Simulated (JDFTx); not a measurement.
Input of a JDFTx 1.7.0 (patched build) run:

File SnO2.in:

```
lattice \
    8.9535223785     0.0000000000     0.0000000000 \
    0.0000000000     8.9535223785     0.0000000000 \
    0.0000000000     0.0000000000     6.0216122961
coords-type Lattice
ion Sn     0.5000000000     0.5000000000     0.5000000000 1
ion Sn     0.0000000000     0.0000000000     0.0000000000 1
ion O      0.8071000000     0.1929000000     0.5000000000 1
ion O      0.6929000000     0.6929000000     0.0000000000 1
ion O      0.1929000000     0.8071000000     0.5000000000 1
ion O      0.3071000000     0.3071000000     0.0000000000 1

ion-species pseudo/Sn.upf
ion-species pseudo/O.upf
elec-cutoff 42 336
elec-ex-corr gga-PBEsol
kpoint-folding 6 6 8
elec-smearing Fermi 0.0018374661
elec-n-bands 34
electronic-SCF nIterations 100 energyDiffThreshold 1e-09
electronic-minimize nIterations 30 energyDiffThreshold 1e-7
converge-empty-states yes
forces-output-coords Cartesian

dump-name run.$VAR
dump End Ecomponents EigStats BandEigs Kpoints Forces Stress ElecDensity Dtot KEdensity
```

Potentials or basis: PseudoDojo-SR-PBEsol-0.4.1-standard with smoothed tails.

Run with:

```console
$ jdftx -c 1 -i SnO2.in -o SnO2.out
```

(1) Estimate the largest force.

(2) What does it give for the pressure?

(3) Predict the band gap on the k mesh.

(4) What does it give for the Loewdin charges?

Results:

(1) 0.219 eV/Å.

(2) 6.0 GPa.

(3) 1.16 eV, direct.

(4) Sn +1.69; O -0.79 e.

Caveat: the empty levels aren't tightly converged; spin-orbit coupling is left out, which moves the levels of the heavy elements.
